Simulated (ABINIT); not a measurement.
Crystal: Pd.

```xyz
1
Lattice="0.0000 1.9465 1.9465 1.9465 0.0000 1.9465 1.9465 1.9465 0.0000" Properties=species:S:1:pos:R:3 pbc="T T T"
Pd    0.0000    0.0000    0.0000
```

Base run:

```yaml
Program: ABINIT 10.8.3 (patched build)
Functional: r2SCAN
Potentials_or_basis: JTH PAW PBE v2.0
Cutoff: 762 eV
k_mesh: 12 × 12 × 12
Occupations: fermi-dirac, width 0.05 eV
Spin: no spin polarisation
```

Its results: band gap on the k mesh none (metal or under the smearing width); pressure 3.5 GPa.

Question: The run is repeated on the same cell with these changes: k mesh from 12 × 12 × 12 to 7 × 7 × 7. What comes out?

Answer: Band gap on the k mesh none (metal or under the smearing width); pressure 4.1 GPa.

Caveats: some runs use coarse meshes; the PAW data sets were made with another functional, which shifts forces and pressure a little.
